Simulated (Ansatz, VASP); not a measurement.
One calculation of KCl, two programs

File INCAR:

```
  ALGO = Normal
  EDIFF = 1E-6
  ENCUT = 520
  GGA = PE
  ISIF = 2
  ISMEAR = -1
  LASPH = True
  LCHARG = False
  LREAL = False
  LWAVE = False
  NBANDS = 24
  NELM = 100
  PREC = Accurate
  SIGMA = 0.02
```

KPOINTS

```
k-points
0
Gamma
  6 6 4
```

POSCAR

```
KCl
1.0
    5.5821324203      0.0000000000      0.0000000000
   -2.7910662101      4.8342684833      0.0000000000
    0.0000000000      0.0000000000      6.1775118346
K Cl
2 2
Direct
    0.3333333333      0.6666666667     -0.0625000000
    0.6666666667      0.3333333333      0.4375000000
    0.3333333333      0.6666666667      0.4375000000
    0.6666666667      0.3333333333      0.9375000000
```

Input for Ansatz:

```yaml
crystal:
  lattice:
    - [5.5821324203, 0.0, 0.0]
    - [-2.7910662101, 4.8342684833, 0.0]
    - [0.0, 0.0, 6.1775118346]
  atoms:
    - { symbol: K, position: [0.3333333333, 0.6666666667, -0.0625] }
    - { symbol: K, position: [0.6666666667, 0.3333333333, 0.4375] }
    - { symbol: Cl, position: [0.3333333333, 0.6666666667, 0.4375] }
    - { symbol: Cl, position: [0.6666666667, 0.3333333333, 0.9375] }
kpoints:
  mp_grid: { grid: [6, 6, 4] }
  band_path:
    path:
      - [0.0, 0.0, 0.0]
      - [0.5, 0.0, 0.0]
      - [0.3333333333, 0.3333333333, 0.0]
      - [0.0, 0.0, 0.5]
      - [0.5, 0.0, 0.5]
      - [0.3333333333, 0.3333333333, 0.5]
    npoints: 1
hamiltonian:
  xc: pbe
scf:
  occupations: { method: fermi_dirac, width: 0.02 }
  n_extra_bands: 5
output:
  forces: true
  stress: true
  eigenvalues: true
  write_density: true
  write_potential: true
  elf: true
  volumetric_format: npy
```

Change from the starting cell: epitaxial_xy strain +4.5%.

Alike in both runs: task single point; functional PBE; k mesh 6 × 6 × 4; occupations fermi-dirac, width 0.02 eV; no spin polarisation.

```csv
,VASP,Ansatz
version,VASP 6.6.1,Ansatz 0.2.0
potentials or method,"VASP PAW PBE potentials, release 64 (K_sv, Cl)","plane waves, PAW"
plane-wave cutoff (eV),520,420
valence electrons in the cell,32,32
```

VASP gave:

- gap on the k mesh at the Fermi level (eV): 4.61
- pressure (GPa): -0.3
- largest component of the traceless stress (GPa): 0.82

What did Ansatz give for the same quantities?

gap on the k mesh at the Fermi level (eV): 4.61; pressure (GPa): -0.3; largest component of the traceless stress (GPa): 0.80.

With one functional, cell and mesh, what is left measures potentials, basis and numerics. Ansatz warned: «xc_potential_rough_in_thin_density».

A k mesh can miss the band edges.
